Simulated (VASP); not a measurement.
# BN (I-4m2) in VASP: notebook

The runs below take BN through single point, with r2SCAN.

Everything below comes from runs of VASP 6.6.1. Logs are shortened: lines on timing, memory, paths and dates and some standing lists are left out, and cuts for length are marked.

## (1) The cell of the first run

Symmetry: I-4m2, No. 119, tetragonal system. The conventional cell has a = 2.624 Å, b = 2.624 Å, c = 3.566 Å, α = 90.00°, β = 90.00°, γ = 90.00°. Around B (site symmetry -4m2) lie 4 N at 1.59 Å. N (site symmetry -4m2) has 4 B at 1.59 Å as nearest neighbours.

The cell was built by a generator and needn't be a form met in nature.

## (2) Single point, r2SCAN (epitaxial_xy strain +2.8%)

The input, POSCAR:

```
BN
1.0
    0.0000000000      1.8551800797      1.7830556929
    1.8551800797      0.0000000000      1.7830556929
    1.8551800797      1.8551800797      0.0000000000
B N
1 1
Direct
    0.0000000000      0.0000000000      0.0000000000
    0.2500000000      0.2500000000      0.2500000000
```

The input, INCAR.step1:

```
SYSTEM = BN
  PREC = Accurate
  ENCUT = 520
  ISMEAR = 0
  SIGMA = 0.01
  LREAL = .False.
  LASPH = .True.
  NELM = 100
  NBANDS = 11
  GGA = PE
  ALGO = Normal
  EDIFF = 1E-4
  LWAVE = .True.
  LCHARG = .False.
```

The input, INCAR.step2:

```
SYSTEM = BN
  PREC = Accurate
  ENCUT = 520
  EDIFF = 1E-6
  ISMEAR = 0
  SIGMA = 0.01
  LREAL = .False.
  LASPH = .True.
  NELM = 100
  ALGO = Normal
  ISIF = 2
  LWAVE = .False.
  LCHARG = .False.
  METAGGA = R2SCAN
  LMIXTAU = .True.
  NBANDS = 11
  ISTART = 1
```

The input, KPOINTS:

```
regular mesh
0
Gamma
  12 12 12
  0 0 0
```

Potentials or basis: VASP PAW PBE potentials, release 64 (B, N).

Command:

```
$ cat potpaw_PBE.64/B/POTCAR potpaw_PBE.64/N/POTCAR > POTCAR
$ cp INCAR.step1 INCAR
$ mpirun -np 1 vasp_std > vasp.out
$ cp INCAR.step2 INCAR
$ mpirun -np 1 vasp_std > vasp.out
```

OUTCAR:

```text
SYSTEM = BN
   PREC = Accurate
   ENCUT = 520
   EDIFF = 1E-6
   ISMEAR = 0
   LREAL = .False.
   LASPH = .True.
   NELM = 100
   ISIF = 2
   METAGGA = R2SCAN
   ISTART = 1

 ion  position               nearest neighbor table
   1  0.000  0.000  0.000-   2 1.59   2 1.59   2 1.59   2 1.59
   2  0.250  0.250  0.250-   1 1.59   1 1.59   1 1.59   1 1.59

  LATTYP: Found a body centered tetragonal cell.
 ALAT       =     2.6236208294
 C/A-ratio  =     1.3592327618

  Lattice vectors:

 A1 = (   0.0000000000,  -1.8551800797,  -1.7830556929)
 A2 = (   0.0000000000,   1.8551800797,  -1.7830556929)
 A3 = (   1.8551800797,   0.0000000000,   1.7830556929)

Analysis of symmetry for initial positions (statically):
=====================================================================
 Subroutine PRICEL returns:
 Original cell was already a primitive cell.

 Routine SETGRP: Setting up the symmetry group for a
 body centered tetragonal supercell.

 Subroutine GETGRP returns: Found  8 space group operations
 (whereof  8 operations were pure point group operations)
 out of a pool of 16 trial point group operations.

The static configuration has the point symmetry D_2d.

Analysis of symmetry for dynamics (positions and initial velocities):
=====================================================================
 Subroutine PRICEL returns:
 Original cell was already a primitive cell.

 Routine SETGRP: Setting up the symmetry group for a
 body centered tetragonal supercell.

 Subroutine GETGRP returns: Found  8 space group operations
 (whereof  8 operations were pure point group operations)
 out of a pool of 16 trial point group operations.

The dynamic configuration has the point symmetry D_2d.

 Subroutine INISYM returns: Found  8 space group operations
 (whereof  8 operations are pure point group operations),
 and found     1 'primitive' translations

----------------------------------------------------------------------------------------

                                     Primitive cell

  volume of cell :      12.2735

  direct lattice vectors                    reciprocal lattice vectors
     0.000000000  1.855180080  1.783055693    -0.269515615  0.269515615  0.280417489
     1.855180080  0.000000000  1.783055693     0.269515615 -0.269515615  0.280417489
     1.855180080  1.855180080  0.000000000     0.269515615  0.269515615 -0.280417489

  length of vectors
     2.573126645  2.573126645  2.623620829     0.473192668  0.473192668  0.473192668

  position of ions in fractional coordinates (direct lattice)
     0.000000000  0.000000000  0.000000000
     0.250000000  0.250000000  0.250000000

  ion indices of the primitive-cell ions
   primitive index   ion index
                 1           1
                 2           2

----------------------------------------------------------------------------------------

 KPOINTS: regular mesh

Automatic generation of k-mesh.
 Grid dimensions read from file:
 generate k-points for:   12   12   12

 Generating k-lattice:

  Cartesian coordinates                     Fractional coordinates (reciprocal lattice)
    -0.022459635  0.022459635  0.023368124     0.083333333  0.000000000  0.000000000
     0.022459635 -0.022459635  0.023368124     0.000000000  0.083333333  0.000000000
     0.022459635  0.022459635 -0.023368124     0.000000000  0.000000000  0.083333333

  Length of vectors
     0.039432722  0.039432722  0.039432722

  Shift w.r.t. Gamma in fractional coordinates (k-lattice)
     0.000000000  0.000000000  0.000000000

 Subroutine IBZKPT returns following result:
 ===========================================

 Found    163 irreducible k-points:

 Following reciprocal coordinates:
            Coordinates               Weight
  0.000000  0.000000  0.000000      1.000000
  0.083333  0.000000  0.000000      8.000000
  0.166667 -0.000000  0.000000      8.000000
  0.250000 -0.000000  0.000000      8.000000
  0.333333  0.000000  0.000000      8.000000
  0.416667  0.000000  0.000000      8.000000
[... 16 lines left out ...]
  0.500000  0.166667  0.000000      8.000000
 -0.416667  0.166667  0.000000      8.000000
 [... further k-points ...]
   k-points           NKPTS =    163   k-points in BZ     NKDIM =    163   number of bands    NBANDS=     11
   number of dos      NEDOS =    301   number of ions     NIONS =      2
   total plane-waves  NPLWV =   8000
   dimension x,y,z NGX =    20 NGY =   20 NGZ =   20
   dimension x,y,z NGXF=    40 NGYF=   40 NGZF=   40
   ions per type =               1   1
   NGX,Y,Z   is equivalent  to a cutoff of  12.92, 12.92, 12.67 a.u.
   NGXF,Y,Z  is equivalent  to a cutoff of  25.84, 25.84, 25.35 a.u.
 SYSTEM =  BN
   PREC   = accura    normal or accurate (medium, high low for compatibility)
   ISTART =      1    job   : 0-new  1-cont  2-samecut
   ICHARG =      0    charge: 1-file 2-atom 10-const
   ISPIN  =      1    spin polarized calculation?
   LNONCOLLINEAR =      F non collinear calculations
   LSORBIT =      F    spin-orbit coupling
   LASPH  =      T    aspherical Exc in radial PAW
   ENCUT  =  520.0 eV  38.22 Ry    6.18 a.u.   4.78  4.78  4.88*2*pi/ulx,y,z
   NELM   =    100;   NELMIN=  2; NELMDL=  0     # of ELM steps
   EDIFF  = 0.1E-05   stopping-criterion for ELM
   LREAL  =      F    real-space projection
   EDIFFG = 0.1E-04   stopping-criterion for IOM
   NSW    =      0    number of steps for IOM
   IBRION =     -1    ionic relax: 0-MD 1-quasi-New 2-CG
   NFREE  =      0    steps in history (QN), initial steepest desc. (CG)
   ISIF   =      2    stress and relaxation
   ISYM   =      2    0-nonsym 1-usesym 2-fastsym
   POTIM  = 0.5000    time-step for ionic-motion
   TEBEG  =    0.0;   TEEND  =   0.0 temperature during run
   PSTRESS=    0.0 pullay stress
   NELECT =       8.0000    total number of electrons
   NUPDOWN=      -1.0000    fix difference up-down
   EMIN   =  10.00;   EMAX   =-10.00  energy-range for DOS
   EFERMI =   0.00;   METHOD = LEGACY
   ISMEAR =     0;   SIGMA  =   0.01  broadening in eV -4-tet -1-fermi 0-gaus
   EFERMI_NEDOS =   21; number of points for ismear=-14 and -15
   IALGO  =     38    algorithm
   IMIX   =      4    mixing-type and parameters
     AMIX     =   0.40;   BMIX     =  1.00
     AMIX_MAG =   1.60;   BMIX_MAG =  1.00
  volume/ion in A,a.u.               =       6.14        41.41
  Fermi-wavevector in a.u.,A,eV,Ry     =   1.419436  2.682345 27.412998  2.014799
  Thomas-Fermi vector in A             =   2.540457
   LORBIT       =      0    0 simple, 1 ext, 2 COOP (PROOUT), +10 PAW based schemes
   METAGGA = R2SCAN    functional components
   LHFCALC =     F    Hartree Fock is set to
   AEXX    =    0.0000 exact exchange contribution
   IVDW    =     0    specifies the selected vdW correction
   LEPSILON=     F    determine dielectric tensor
   LRPA    =     F    only Hartree local field effects (RPA)
 non-spin polarized calculation
 Gauss-broadening in eV      SIGMA  =   0.01
  energy-cutoff  :      520.00
  volume of cell :       12.27
 maximum number of plane-waves:       342
   NGX =  9   NGY =  9   NGZ =  9

 number of electron       8.0000001 magnetization

 Free energy of the ion-electron system (eV)
  ---------------------------------------------------
  ext. energy  EPLUGINS =         0.00000000
  ---------------------------------------------------
  free energy    TOTEN  =       -19.12644565 eV

  energy without entropy =      -19.12644565  energy(sigma->0) =      -19.12644565

 E-fermi :   7.0923     XC(G=0): -13.4449

 val. band max:        7.0225523679   @ k =   0.0000   0.0000   0.0000
 cond. band min:      11.2752191860   @ k =   0.5000   0.5000   0.0000
 fundamental gap:      4.2526668181
 Fermi energy:         7.0922963819

 k-point     1 :       0.0000    0.0000    0.0000
  band No.  band energies     occupation
      1     -14.0708      2.00000
      2       6.6588      2.00000
      3       6.6588      2.00000
      4       7.0226      2.00000
      5      15.9463      0.00000
      6      16.2249      0.00000
      7      16.2249      0.00000
      8      17.1778      0.00000
      9      32.1723      0.00000
     10      34.0469      0.00000
     11      35.4355      0.00000

 k-point     2 :       0.0833    0.0000    0.0000
  band No.  band energies     occupation
      1     -13.9011      2.00000
      2       5.8261      2.00000
      3       6.4651      2.00000
      4       6.7649      2.00000
      5      16.1007      0.00000
      6      16.4900      0.00000
      7      16.4921      0.00000
      8      17.8225      0.00000
      9      32.0259      0.00000
     10      32.2675      0.00000
     11      33.4158      0.00000

 k-point     3 :       0.1667   -0.0000    0.0000
  band No.  band energies     occupation
      1     -13.3994      2.00000
      2       3.7136      2.00000
      3       5.9910      2.00000
      4       6.3460      2.00000
      5      16.3360      0.00000
      6      17.0947      0.00000
      7      17.1183      0.00000
      8      19.3079      0.00000
      9      30.9109      0.00000
     10      31.2989      0.00000
     11      32.1842      0.00000

 k-point     4 :       0.2500   -0.0000    0.0000
  band No.  band energies     occupation
      1     -12.5929      2.00000
      2       1.2191      2.00000
      3       5.4384      2.00000
      4       5.8795      2.00000
      5      16.5217      0.00000
      6      17.6246      0.00000
      7      17.8253      0.00000
      8      20.8041      0.00000
      9      30.7001      0.00000
     10      30.7500      0.00000
     11      31.7270      0.00000
[... 239 lines left out ...]
 k-point    22 :       0.4167    0.1667    0.0000
  band No.  band energies     occupation
      1     -10.5752      2.00000
      2      -1.5849      2.00000
      3       3.5385      2.00000
      4       3.9077      2.00000
      5      15.3658      0.00000
      6      19.8194      0.00000
      7      20.1090      0.00000
      8      20.7816      0.00000
      9      28.2018      0.00000
     10      34.0633      0.00000
     11      35.9096      0.00000

 k-point    23 :       0.5000    0.1667    0.0000
  band No.  band energies     occupation
      1      -9.6890      2.00000
      2      -3.0521      2.00000
      3       3.3566      2.00000
      4       3.5861      2.00000
      5      15.6718      0.00000
      6      19.7883      0.00000
      7      19.8421      0.00000
      8      22.1578      0.00000
      9      28.3851      0.00000
     10      34.1270      0.00000
     11      35.1907      0.00000

 k-point    24 :      -0.4167    0.1667    0.0000
  band No.  band energies     occupation
      1      -9.5965      2.00000
      2      -3.2012      2.00000
      3       2.9514      2.00000
      4       3.8902      2.00000
      5      16.0685      0.00000
      6      19.4718      0.00000
      7      19.6353      0.00000
      8      23.0947      0.00000
      9      28.3550      0.00000
     10      32.8363      0.00000
     11      34.2228      0.00000

 [... further k-points ...]
[... 5 lines left out ...]
  --------------------------------------------------------------------------------------
  -------------------------------------------------------------------------------------
  Total       -1.7089594     -1.7089594      0.0690505      0.0000000      0.0000000      0.0000000
  in kB     -223.0875190   -223.0875190      9.0138499      0.0000000      0.0000000      0.0000000
  external PRESSURE =    -145.7203960 kB  Pullay stress =       0.0000000 kB

 VOLUME and BASIS-vectors are now :
 -----------------------------------------------------------------------------
  energy-cutoff  :      520.00
  volume of cell :       12.27
      direct lattice vectors                 reciprocal lattice vectors
     0.000000000  1.855180080  1.783055693    -0.269515615  0.269515615  0.280417489
     1.855180080  0.000000000  1.783055693     0.269515615 -0.269515615  0.280417489
     1.855180080  1.855180080  0.000000000     0.269515615  0.269515615 -0.280417489

 POSITION                                       TOTAL-FORCE (eV/Angst)
 -----------------------------------------------------------------------------------
      0.00000      0.00000      0.00000        -0.000000     -0.000000      0.000000
      0.92759      0.92759      0.89153         0.000000      0.000000     -0.000000
 -----------------------------------------------------------------------------------
    total drift:                                0.000001      0.000001     -0.000002

  FREE ENERGIE OF THE ION-ELECTRON SYSTEM (eV)
  ---------------------------------------------------
  free  energy   TOTEN  =       -19.1264456466 eV

  energy  without entropy=      -19.1264456466  energy(sigma->0) =      -19.12644565
```

It took 54 s on 1 thread of AMD EPYC 9R45 (Zen 5), shared host; peak memory 0.1 GiB.

What came out:

```
Free energy            : -19.1264 eV
Pressure               : -14.6 GPa
Band gap on the k mesh : 4.25 eV, indirect (least direct gap 8.92 eV)
```

Caveat: the PAW data sets were made with another functional, which shifts forces and pressure a little.

## (3) Single point, r2SCAN (shear_xy strain -4.1%)

The input, POSCAR:

```
BN
1.0
   -0.0367281979      1.8048254497      1.8048254497
    1.8048254497     -0.0367281979      1.8048254497
    1.7680972518      1.7680972518      0.0000000000
B N
1 1
Direct
   -0.0001890164     -0.0001890164      0.0001890164
    0.2501890164      0.2501890164      0.2498109836
```

The input, INCAR.step1:

```
PREC = Accurate
ENCUT = 520
ISMEAR = 0
SIGMA = 0.01
LREAL = False
LASPH = True
NELM = 100
NBANDS = 11
GGA = PE
ALGO = Normal
EDIFF = 1E-4
LWAVE = True
LCHARG = False
```

The input, INCAR.step2:

```
PREC = Accurate
ENCUT = 520
EDIFF = 1E-6
ISMEAR = 0
SIGMA = 0.01
LREAL = False
LASPH = True
NELM = 100
ALGO = Normal
ISIF = 2
LWAVE = False
LCHARG = False
METAGGA = R2SCAN
LMIXTAU = True
NBANDS = 11
ISTART = 1
```

The input, KPOINTS:

```
Automatic mesh
0
Gamma
  12 12 12
```

Potentials or basis: VASP PAW PBE potentials, release 64 (B, N).

Command:

```
$ cat potpaw_PBE.64/B/POTCAR potpaw_PBE.64/N/POTCAR > POTCAR
$ cp INCAR.step1 INCAR
$ mpirun -np 1 vasp_std > vasp.out
$ cp INCAR.step2 INCAR
$ mpirun -np 1 vasp_std > vasp.out
```

It took 88 s on 1 thread of AMD EPYC 9R45 (Zen 5), shared host; peak memory 0.12 GiB.

The run converged. Its results:

| Item | Value |
| --- | --- |
| Free energy | -19.1429 eV |
| Pressure | 1.9 GPa |
| Largest force | 0.009 eV/Å |
| Band gap on the k mesh | 4.77 eV, indirect (least direct gap 8.91 eV) |

Forces on the atoms (eV/Å):
```
B    0.000  0.000 -0.009
N    0.000  0.000  0.009
```

Stress tensor (GPa, compression positive):
```
 2.19 19.18  0.00
19.18  2.19  0.00
 0.00  0.00  1.31
```

Levels at points of the mesh, in eV from the valence-band top:
```tsv
k point	band 1	band 2	band 3	band 4	band 5	band 6	band 7	band 8
(0.00, 0.00, 0.00)	-21.45	-0.19	-0.12	0.00	8.91	9.08	10.01	11.44
(0.50, 0.00, 0.00)	-17.31	-11.28	-1.97	-1.95	10.79	11.61	11.85	16.31
(0.50, 0.50, 0.00)	-15.72	-9.45	-5.61	-4.82	4.77	9.89	19.22	19.26
(0.00, 0.00, 0.50)	-16.95	-11.18	-2.31	-2.25	10.26	10.96	11.62	16.39
(0.50, 0.00, 0.50)	-15.70	-9.46	-5.22	-5.21	4.88	9.75	19.05	19.18
```

Caveat: the PAW data sets were made with another functional, which shifts forces and pressure a little. A k mesh can miss the band edges.
